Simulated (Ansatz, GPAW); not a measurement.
## Geometry or basis: what sets the conductance of C2 in line between two Al chains

Aim: the conductance of C2 in line between two Al chains after relaxation, and whether geometry, basis or functional moves it most.

Program: GPAW 26.7.0 and Ansatz 0.2.0. Level of theory: Ansatz plane waves; relaxation of the junction with the lead ends held; PAW set soft_1, in the first sound run; inputs show where later runs differ. Results are calculated unless marked as measured.

## 1. The structure

The cell holds 16 atoms: 14 Al and 2 C. Cell: a = 9.000 Å, b = 9.000 Å, c = 35.951 Å, α = 90.0°, β = 90.0°, γ = 90.0°. Regions: left lead, 7 atoms (7 Al); channel, 2 atoms (2 C); right lead, 7 atoms (7 Al). Vacuum lies along a and b. The structure is stacked along c, and the current runs across the ab planes.

## 2. Relaxation

Transmission follows bond lengths closely, so the atoms between the held lead ends are relaxed first, from a slightly shaken start that lets symmetry break.

Input file input.yaml:

```yaml
crystal:
  lattice:
    - [9.0, 0.0, 0.0]
    - [0.0, 9.0, 0.0]
    - [0.0, 0.0, 35.9508]
  atoms:
    - { symbol: Al, position: [0.5, 0.5, 0.0333789512] }
    - { symbol: Al, position: [0.5, 0.5, 0.1001368537] }
    - { symbol: Al, position: [0.5, 0.5, 0.1668947562] }
    - { symbol: Al, position: [0.5, 0.5, 0.2336526586] }
    - { symbol: Al, position: [0.5, 0.5, 0.3004105611] }
    - { symbol: Al, position: [0.4980175877, 0.5021026116, 0.3680357773] }
    - { symbol: Al, position: [0.5034364058, 0.506059487, 0.4336049356] }
    - { symbol: C, position: [0.501813924, 0.4987792611, 0.4815652098] }
    - { symbol: C, position: [0.4976538029, 0.5004538745, 0.5164821022] }
    - { symbol: Al, position: [0.4993617633, 0.5037341669, 0.5665496609] }
    - { symbol: Al, position: [0.5019078122, 0.5011504081, 0.6326852734] }
    - { symbol: Al, position: [0.5, 0.5, 0.6995894389] }
    - { symbol: Al, position: [0.5, 0.5, 0.7663473414] }
    - { symbol: Al, position: [0.5, 0.5, 0.8331052438] }
    - { symbol: Al, position: [0.5, 0.5, 0.8998631463] }
    - { symbol: Al, position: [0.5, 0.5, 0.9666210488] }
kpoints:
  mp_grid: { grid: [1, 1, 2] }
hamiltonian:
  xc: pbe
  pseudopotentials: { kind: paw, azcp: { folder: soft_1 } }
scf:
  occupations: { method: fermi_dirac, width: 0.1 }
relax:
  f_tol: 0.03
  max_steps: 80
  constraints: [{ sites: [0, 1, 2, 3, 4, 11, 12, 13, 14, 15] }]
```

Command:

```bash
> ansatz run input.yaml --threads 4 --pin off --max-ram 8192MiB --backend cpu --events-out ev --progress --plain --runs-dir out
```

Numbers of over 12 decimals in the logs are rounded to 6 here.

Log:

```text
Engine: ansatz 0.2.0, aarch64-unknown-linux-gnu
Pseudopotentials: kind: paw
Pseudopotential: Al, paw, valence charge 3, recommended cutoff 420 eV (normal), soft_1/Al.paw.azcp
Pseudopotential: C, paw, valence charge 4, recommended cutoff 420 eV (normal), soft_1/C.paw.azcp
Functional definition: PBE
  parameter kappa = 0.804
  parameter beta = 0.066725
  exchange = pbe_x(kappa = kappa, mu = beta*pi^2/3)
  correlation = pbe_c(beta = beta)
Crystal: 16 atoms, lattice volume = 2912.015 Å³
Basis set: ecut = 420 eV, 56869 PW (Γ), exchange–correlation on 128×128×486 points (8 copies of the dense FFT grid, shifted against one another)
Bands: 41, of which v1, the nominal top of the filled ones, is band 25 counted from 1 (24 counted from 0)
Symmetry: 1 space group operations
Space group: P1 (ITA 1), of the structure as read, at distance tolerance 1.4e-4 Å
k-points: 2
Non-local potential: Al, projectors of the file, l = 0: 2, l = 1: 2, l = 2: 1
Non-local potential: C, projectors of the file, l = 0: 2, l = 1: 2, l = 2: 1
PAW form: soft (Blöchl's): semilocal exchange-correlation on the pseudo side does not see the compensation charge
PAW one-centre angular grid: Al, 110 points (default); XC on 64 Gauss nodes
PAW one-centre angular grid: C, 110 points (default); XC on 64 Gauss nodes
Initial density: superposition of atomic densities (neutral atoms: chi_scale 0, normalization atom)
Initial wavefunctions: pseudopotential atomic-orbital guess
Functional: x = pbe(κ = 0.804, μ = 0.219515), c = pbe(β = 0.066725)
SCF iter   1: F=—  HF=-8007.271511 eV  |F-HF|=—  |Δ(HF+E_count)|=         —  Δρ=2.84e-2  dr2=7.48e1  ethr=3.10e-3  ⟨swp⟩=8.5  Hψ=451  notcnv=0
preconditioner: auto → LDOS  [metal: Δε(μ)=0.055 eV  Ē_g=3.515 eV  σ=0.100 eV  W_gap=0.13  n_scr=110 (ndim 8)  ℏωp=3.9 eV  f_vac=0.557  D(μ)=21.50/eV (n_scr^D=84)  β→1.0]
SCF iter   2: F=—  HF=-8007.421916 eV  |F-HF|=—  |Δ(HF+E_count)|=   1.50e-1  Δρ=2.98e-2  dr2=1.65e2  ethr=3.10e-3  ⟨swp⟩=5.0  Hψ=308  notcnv=0
SCF iter   3: F=—  HF=-7998.074845 eV  |F-HF|=—  |Δ(HF+E_count)|=    9.35e0  Δρ=4.50e-3  dr2=1.65e0  ethr=3.10e-3  ⟨swp⟩=3.0  Hψ=258  notcnv=0
SCF iter   4: F=—  HF=-7997.971041 eV  |F-HF|=—  |Δ(HF+E_count)|=   1.04e-1  Δρ=2.11e-3  dr2=2.63e-1  ethr=3.10e-3  ⟨swp⟩=2.0  Hψ=178  notcnv=0
SCF iter   5: F=—  HF=-7997.926484 eV  |F-HF|=—  |Δ(HF+E_count)|=   4.46e-2  Δρ=5.79e-4  dr2=4.02e-2  ethr=5.26e-4  ⟨swp⟩=2.0  Hψ=161  notcnv=0
SCF iter   6: F=—  HF=-7997.926734 eV  |F-HF|=—  |Δ(HF+E_count)|=   2.51e-4  Δρ=2.29e-4  dr2=6.95e-3  ethr=8.04e-5  ⟨swp⟩=1.0  Hψ=98  notcnv=0
SCF iter   7: F=—  HF=-7997.926360 eV  |F-HF|=—  |Δ(HF+E_count)|=   3.74e-4  Δρ=5.86e-5  dr2=3.19e-4  ethr=1.39e-5  ⟨swp⟩=3.0  Hψ=146  notcnv=0
SCF iter   8: F=—  HF=-7997.926395 eV  |F-HF|=—  |Δ(HF+E_count)|=   3.56e-5  Δρ=2.43e-5  dr2=4.87e-5  ethr=6.38e-7  ⟨swp⟩=2.0  Hψ=109  notcnv=0
SCF iter   9: F=-7997.926392 eV  HF=-7997.926396 eV  |F-HF|=4.75e-6  |Δ(HF+E_count)|=   1.02e-6  Δρ=7.93e-6  dr2=7.05e-6  ethr=4.50e-8  ⟨swp⟩=5.0  Hψ=268  notcnv=0
SCF 1 converged in 9 iterations: F = -7997.926392 eV  dr2 = 7.05e-6
  greatest PAW one-centre occupation: 0.707 electrons in one spin orbital (limit 2), on the C atom at site 7 (counted from 0), in its partial waves of l = 0
relax step   1: F+E_penalty+E_count = -7997.92639172 eV  Δ(F+E_penalty+E_count) = +0.000e0 eV  max|allowed force component| = 3.640e0 eV/Å  Δτ_max = 0.0000 Å  (9 SCF iters, dr2 threshold 2.25e-5 eV, accepted)
Initial density: handed on by an earlier stage of this run
Initial wavefunctions: those handed on with the density
iter 1 solved again at ethr=6.81e-4 eV; its pass at ethr=3.10e-3 eV (dr2=3.40e-1 eV) is discarded
SCF iter   1: F=—  HF=-7998.158548 eV  |F-HF|=—  |Δ(HF+E_count)|=         —  Δρ=1.55e-3  dr2=3.39e-1  ethr=6.81e-4  ⟨swp⟩=1.0  Hψ=306  notcnv=0
preconditioner: auto → LDOS  [metal: Δε(μ)=0.116 eV  Ē_g=4.321 eV  σ=0.100 eV  W_gap=0.28  n_scr=110 (ndim 8)  ℏωp=4.7 eV  f_vac=0.607  D(μ)=19.50/eV (n_scr^D=68)  β→1.0]
SCF iter   2: F=—  HF=-7998.126832 eV  |F-HF|=—  |Δ(HF+E_count)|=   3.17e-2  Δρ=8.05e-4  dr2=4.94e-2  ethr=6.78e-4  ⟨swp⟩=2.0  Hψ=155  notcnv=0
SCF iter   3: F=—  HF=-7998.122140 eV  |F-HF|=—  |Δ(HF+E_count)|=   4.69e-3  Δρ=2.03e-4  dr2=3.96e-3  ethr=9.88e-5  ⟨swp⟩=2.0  Hψ=110  notcnv=0
SCF iter   4: F=—  HF=-7998.122041 eV  |F-HF|=—  |Δ(HF+E_count)|=   9.91e-5  Δρ=7.10e-5  dr2=6.19e-4  ethr=7.93e-6  ⟨swp⟩=2.0  Hψ=86  notcnv=0
SCF iter   5: F=-7998.122002 eV  HF=-7998.122035 eV  |F-HF|=3.27e-5  |Δ(HF+E_count)|=   5.90e-6  Δρ=2.82e-5  dr2=5.81e-5  ethr=2.00e-7  ⟨swp⟩=4.0  Hψ=323  notcnv=0
SCF 2 converged in 5 iterations: F = -7998.122002 eV  dr2 = 5.81e-5
  greatest PAW one-centre occupation: 0.702 electrons in one spin orbital (limit 2), on the C atom at site 7 (counted from 0), in its partial waves of l = 0
relax step   2: F+E_penalty+E_count = -7998.12200209 eV  Δ(F+E_penalty+E_count) = -1.956e-1 eV  max|allowed force component| = 1.916e0 eV/Å  Δτ_max = 0.0632 Å  (5 SCF iters, dr2 threshold 1.00e-4 eV, accepted)
iter 1 solved again at ethr=7.54e-4 eV; its pass at ethr=3.10e-3 eV (dr2=3.77e-1 eV) is discarded
SCF iter   1: F=—  HF=-7998.163942 eV  |F-HF|=—  |Δ(HF+E_count)|=         —  Δρ=2.91e-3  dr2=3.79e-1  ethr=7.54e-4  ⟨swp⟩=1.0  Hψ=432  notcnv=0
preconditioner: auto → LDOS  [metal: Δε(μ)=0.099 eV  Ē_g=4.358 eV  σ=0.100 eV  W_gap=0.24  n_scr=110 (ndim 8)  ℏωp=4.7 eV  f_vac=0.607  D(μ)=19.92/eV (n_scr^D=68)  β→1.0]
SCF iter   2: F=—  HF=-7998.126323 eV  |F-HF|=—  |Δ(HF+E_count)|=   3.76e-2  Δρ=1.98e-3  dr2=1.66e-1  ethr=7.54e-4  ⟨swp⟩=2.5  Hψ=190  notcnv=0
SCF iter   3: F=—  HF=-7998.086790 eV  |F-HF|=—  |Δ(HF+E_count)|=   3.95e-2  Δρ=2.44e-4  dr2=4.51e-3  ethr=3.33e-4  ⟨swp⟩=2.0  Hψ=152  notcnv=0
SCF iter   4: F=—  HF=-7998.087083 eV  |F-HF|=—  |Δ(HF+E_count)|=   2.93e-4  Δρ=1.06e-4  dr2=8.93e-4  ethr=9.01e-6  ⟨swp⟩=2.0  Hψ=112  notcnv=0
SCF iter   5: F=—  HF=-7998.087162 eV  |F-HF|=—  |Δ(HF+E_count)|=   7.91e-5  Δρ=4.59e-5  dr2=1.18e-4  ethr=1.79e-6  ⟨swp⟩=2.0  Hψ=132  notcnv=0
SCF iter   6: F=-7998.087160 eV  HF=-7998.087165 eV  |F-HF|=5.00e-6  |Δ(HF+E_count)|=   3.01e-6  Δρ=1.32e-5  dr2=1.32e-5  ethr=2.00e-7  ⟨swp⟩=3.0  Hψ=317  notcnv=0
SCF 3 converged in 6 iterations: F = -7998.087160 eV  dr2 = 1.32e-5
  greatest PAW one-centre occupation: 0.709 electrons in one spin orbital (limit 2), on the C atom at site 8 (counted from 0), in its partial waves of l = 0
relax step   3: F+E_penalty+E_count = -7998.08716046 eV  Δ(F+E_penalty+E_count) = +3.484e-2 eV  max|allowed force component| = 4.739e0 eV/Å  Δτ_max = 0.1727 Å  (6 SCF iters, dr2 threshold 1.00e-4 eV, rejected (line search))
[... from here on, the SCF cycles and remarks between the steps are left out ...]
relax step   4: F+E_penalty+E_count = -7998.19486120 eV  Δ(F+E_penalty+E_count) = -7.286e-2 eV  max|allowed force component| = 2.130e-1 eV/Å  Δτ_max = 0.0842 Å  (8 SCF iters, accepted)
relax step   5: F+E_penalty+E_count = -7998.21938164 eV  Δ(F+E_penalty+E_count) = -2.452e-2 eV  max|allowed force component| = 3.612e-1 eV/Å  Δτ_max = 0.0980 Å  (6 SCF iters, dr2 threshold 2.83e-6 eV, accepted)
relax step   6: F+E_penalty+E_count = -7998.27558525 eV  Δ(F+E_penalty+E_count) = -5.620e-2 eV  max|allowed force component| = 6.203e-1 eV/Å  Δτ_max = 0.1486 Å  (6 SCF iters, dr2 threshold 8.15e-6 eV, accepted)
relax step   7: F+E_penalty+E_count = -7998.38469032 eV  Δ(F+E_penalty+E_count) = -1.091e-1 eV  max|allowed force component| = 7.777e-1 eV/Å  Δτ_max = 0.1998 Å  (5 SCF iters, dr2 threshold 1.00e-4 eV, accepted)
relax step   8: F+E_penalty+E_count = -7998.51547210 eV  Δ(F+E_penalty+E_count) = -1.308e-1 eV  max|allowed force component| = 6.767e-1 eV/Å  Δτ_max = 0.1949 Å  (5 SCF iters, dr2 threshold 1.00e-4 eV, accepted)
relax step   9: F+E_penalty+E_count = -7998.64168305 eV  Δ(F+E_penalty+E_count) = -1.262e-1 eV  max|allowed force component| = 6.641e-1 eV/Å  Δτ_max = 0.1947 Å  (5 SCF iters, dr2 threshold 1.00e-4 eV, accepted)
relax step  10: F+E_penalty+E_count = -7998.72536184 eV  Δ(F+E_penalty+E_count) = -8.368e-2 eV  max|allowed force component| = 1.561e-1 eV/Å  Δτ_max = 0.1929 Å  (6 SCF iters, dr2 threshold 1.00e-4 eV, accepted)
relax step  11: F+E_penalty+E_count = -7998.75703053 eV  Δ(F+E_penalty+E_count) = -3.167e-2 eV  max|allowed force component| = 1.439e-1 eV/Å  Δτ_max = 0.2000 Å  (7 SCF iters, dr2 threshold 1.52e-6 eV, accepted)
relax step  12: F+E_penalty+E_count = -7998.76447905 eV  Δ(F+E_penalty+E_count) = -7.449e-3 eV  max|allowed force component| = 2.437e-2 eV/Å  Δτ_max = 0.1349 Å  (7 SCF iters, dr2 threshold 1.29e-6 eV, accepted)
relax step  13: F+E_penalty+E_count = -7998.76447975 eV  Δ(F+E_penalty+E_count) = -6.984e-7 eV  max|allowed force component| = 2.416e-2 eV/Å  Δτ_max = 0.0000 Å  (4 SCF iters, accepted)
relax step  14: F+E_penalty+E_count = -7998.76552514 eV  Δ(F+E_penalty+E_count) = -1.045e-3 eV  max|allowed force component| = 8.968e-2 eV/Å  Δτ_max = 0.0497 Å  (8 SCF iters, accepted)
relax step  15: F+E_penalty+E_count = -7998.76619608 eV  Δ(F+E_penalty+E_count) = -6.709e-4 eV  max|allowed force component| = 6.926e-3 eV/Å  Δτ_max = 0.0361 Å  (5 SCF iters, dr2 threshold 7.91e-6 eV, accepted)
relax step  16: F+E_penalty+E_count = -7998.76619723 eV  Δ(F+E_penalty+E_count) = -1.150e-6 eV  max|allowed force component| = 7.071e-3 eV/Å  Δτ_max = 0.0000 Å  (4 SCF iters, accepted)
SCF iter   1: F=—  HF=-7998.773782 eV  |F-HF|=—  |Δ(HF+E_count)|=         —  Δρ=9.65e-4  dr2=2.36e-2  ethr=5.04e-4  ⟨swp⟩=3.0  Hψ=212  notcnv=0
preconditioner: auto → LDOS  [metal: Δε(μ)=0.016 eV  Ē_g=4.153 eV  σ=0.100 eV  W_gap=0.04  n_scr=110 (ndim 8)  ℏωp=4.7 eV  f_vac=0.601  D(μ)=19.09/eV (n_scr^D=68)  β→1.0]
SCF iter   2: F=—  HF=-7998.770068 eV  |F-HF|=—  |Δ(HF+E_count)|=   3.71e-3  Δρ=4.95e-4  dr2=1.08e-2  ethr=4.71e-5  ⟨swp⟩=2.0  Hψ=137  notcnv=0
SCF iter   3: F=—  HF=-7998.766431 eV  |F-HF|=—  |Δ(HF+E_count)|=   3.64e-3  Δρ=5.91e-5  dr2=1.43e-4  ethr=2.16e-5  ⟨swp⟩=2.0  Hψ=115  notcnv=0
SCF iter   4: F=—  HF=-7998.766466 eV  |F-HF|=—  |Δ(HF+E_count)|=   3.53e-5  Δρ=2.30e-5  dr2=2.64e-5  ethr=2.85e-7  ⟨swp⟩=2.0  Hψ=142  notcnv=0
SCF iter   5: F=—  HF=-7998.766476 eV  |F-HF|=—  |Δ(HF+E_count)|=   9.75e-6  Δρ=1.12e-5  dr2=5.90e-6  ethr=5.28e-8  ⟨swp⟩=2.5  Hψ=127  notcnv=0
SCF iter   6: F=—  HF=-7998.766476 eV  |F-HF|=—  |Δ(HF+E_count)|=   5.59e-7  Δρ=3.19e-6  dr2=7.46e-7  ethr=1.18e-8  ⟨swp⟩=2.0  Hψ=111  notcnv=0
SCF iter   7: F=-7998.766477 eV  HF=-7998.766477 eV  |F-HF|=1.11e-8  |Δ(HF+E_count)|=   3.36e-7  Δρ=9.44e-7  dr2=7.71e-8  ethr=2.00e-10  ⟨swp⟩=5.0  Hψ=311  notcnv=0
SCF 17 converged in 7 iterations: F = -7998.766477 eV  dr2 = 7.71e-8
relax step  17: F+E_penalty+E_count = -7998.76647669 eV  Δ(F+E_penalty+E_count) = -2.795e-4 eV  max|allowed force component| = 1.208e-2 eV/Å  Δτ_max = 0.0385 Å  (7 SCF iters, accepted)
SCF converged after 7 iterations
Free energy (F): -7998.766477 eV
Harris-Foulkes:  -7998.766477 eV  (|F-HF|=1.11e-8)
Internal energy: -7998.137529 eV  (E = F + TS)
E sigma→0 (E₀):  -7998.452003 eV
Entropy (-TS):   -0.628948 eV (-39.309 meV/atom)
Fermi energy:    -3.031308 eV
--- Per-component energies (eV) ---
  E_band       = -334.485951
  E_kinetic    = 429.233394
  E_local      = -2255.412853  (includes V_loc(G=0)·N_el)
  E_nonlocal   = 201.145685
  E_hartree    = 909.046092
  E_xc         = -576.597280
  E_vxc        = -462.148008  (∫ρ·V_xc dr)
  E_paw        = -6772.465640  (= ΣΔE_a)
  E_vpaw       = -65.394461  (= ΣTr[D̂ρ^β])
  E_aug_tail   = 0.000012  (compensation charges beyond the density's cutoff)
  E_ewald      = 66.913062
  E_smearing   = -0.628948  (= −TS)
  E_closure    = 0.000000  (closes the sum)
  Σ components = -7998.766477   (vs F -7998.766477, Δ=0.00e0)
--- Forces (eV/Å), atoms counted from 1 ---
  atom   1  Al    -0.01130982     0.00191312    -0.02532697
  atom   2  Al    -0.00817273    -0.01424037    -0.02828845
  atom   3  Al     0.05677118     0.05687361    -0.02317861
  atom   4  Al    -0.11178823    -0.10787366    -0.35073325
  atom   5  Al     0.07580097     0.06411775     1.09125177
  atom   6  Al     0.00193317    -0.00202181    -0.00282870
  atom   7  Al     0.00018586     0.00429445     0.00038409
  atom   8  C      0.00085082    -0.00261345    -0.00962886
  atom   9  C     -0.00182078    -0.00400155     0.01207931
  atom  10  Al     0.00052348     0.00092814    -0.00243710
  atom  11  Al    -0.00136359     0.00348938     0.00244514
  atom  12  Al    -0.06144958     0.07567762    -1.09310576
  atom  13  Al     0.08690156    -0.12793914     0.35195812
  atom  14  Al    -0.04350443     0.06767137     0.02344666
  atom  15  Al     0.00492996    -0.01591875     0.02844312
  atom  16  Al     0.01148863    -0.00032334     0.02547418
  max |Σ_I F_I| component: 4.53e-5 eV/Å
--- Relaxed structure (17 steps of the walk, 16 accepted, 0 SCFs on fresh bases) ---
  F+E_penalty+E_count = -7998.76647669 eV   max|allowed force component| = 1.208e-2 eV/Å
  atoms:
    - { symbol: Al, position: [0.5, 0.5, 0.033379] }
    - { symbol: Al, position: [0.5, 0.5, 0.100137] }
    - { symbol: Al, position: [0.5, 0.5, 0.166895] }
    - { symbol: Al, position: [0.5, 0.5, 0.2336526586] }
    - { symbol: Al, position: [0.5, 0.5, 0.3004105611] }
    - { symbol: Al, position: [0.411270, 0.410682, 0.365498] }
    - { symbol: Al, position: [0.518232, 0.507110, 0.429211] }
    - { symbol: C, position: [0.495585, 0.483718, 0.482657] }
    - { symbol: C, position: [0.500380, 0.483265, 0.517404] }
    - { symbol: Al, position: [0.482972, 0.510450, 0.570869] }
    - { symbol: Al, position: [0.568528, 0.393972, 0.634529] }
    - { symbol: Al, position: [0.5, 0.5, 0.699589] }
    - { symbol: Al, position: [0.5, 0.5, 0.766347] }
    - { symbol: Al, position: [0.5, 0.5, 0.833105] }
    - { symbol: Al, position: [0.5, 0.5, 0.899863] }
    - { symbol: Al, position: [0.5, 0.5, 0.966621] }
```

It took 63 s on 4 threads of Arm Neoverse V2, shared host; peak memory 2.3 GiB; 3.8 min of CPU time.

Relaxation path:

```csv
step,energy less that of the first step (eV),largest force component (eV/Å)
1,0.0000,3.6398
2,-0.1956,1.9155
3,-0.1608,4.7393
4,-0.2685,0.2130
5,-0.2930,0.3612
6,-0.3492,0.6203
7,-0.4583,0.7777
8,-0.5891,0.6767
9,-0.7153,0.6641
10,-0.7990,0.1561
11,-0.8306,0.1439
12,-0.8381,0.0244
13,-0.8381,0.0242
14,-0.8391,0.0897
15,-0.8398,0.0069
16,-0.8398,0.0071
17,-0.8401,0.0121
```

Relaxation step 3 was tried and not accepted.

The atoms that moved most (Å):

```
atom      dx      dy      dz  length
 Al6  -0.781  -0.823  -0.091   1.138
Al11   0.600  -0.965   0.066   1.138
Al10  -0.148   0.060   0.155   0.223
 Al7   0.133   0.009  -0.158   0.207
  C9   0.025  -0.155   0.033   0.160
  C8  -0.056  -0.136   0.039   0.152
```

The relaxed structure:

```cif
data_structure
_symmetry_space_group_name_H-M 'P 1'
_symmetry_Int_Tables_number 1
_cell_length_a 9.0000
_cell_length_b 9.0000
_cell_length_c 35.9508
_cell_angle_alpha 90.000
_cell_angle_beta 90.000
_cell_angle_gamma 90.000
_cell_volume 2912.01
loop_
_atom_site_label
_atom_site_type_symbol
_atom_site_fract_x
_atom_site_fract_y
_atom_site_fract_z
_atom_site_occupancy
Al1 Al 0.50000 0.50000 0.03338 1
Al2 Al 0.50000 0.50000 0.10014 1
Al3 Al 0.50000 0.50000 0.16689 1
Al4 Al 0.50000 0.50000 0.23365 1
Al5 Al 0.50000 0.50000 0.30041 1
Al6 Al 0.41127 0.41068 0.36550 1
Al7 Al 0.51823 0.50711 0.42921 1
C8 C 0.49559 0.48372 0.48266 1
C9 C 0.50038 0.48326 0.51740 1
Al10 Al 0.48297 0.51045 0.57087 1
Al11 Al 0.56853 0.39397 0.63453 1
Al12 Al 0.50000 0.50000 0.69959 1
Al13 Al 0.50000 0.50000 0.76635 1
Al14 Al 0.50000 0.50000 0.83311 1
Al15 Al 0.50000 0.50000 0.89986 1
Al16 Al 0.50000 0.50000 0.96662 1
```

Numbers from this step:

```
free energy         : -7998.7665 eV
smearing term TS    : 0.6289 eV
symmetry operations : 1
```

The relaxation lowered the energy of the cell by 0.840 eV.

[end of part 1 of 3]

[Logs are printed without paths, hosts, clocks, repeated set-up lines and the standing remarks that a program may print on its own settings, such as how far it seeks lower states.]

[Hosts, paths, dates, database ids (printed as entryN), source tags and the programs' standing remarks are cut or masked in the printed files.]
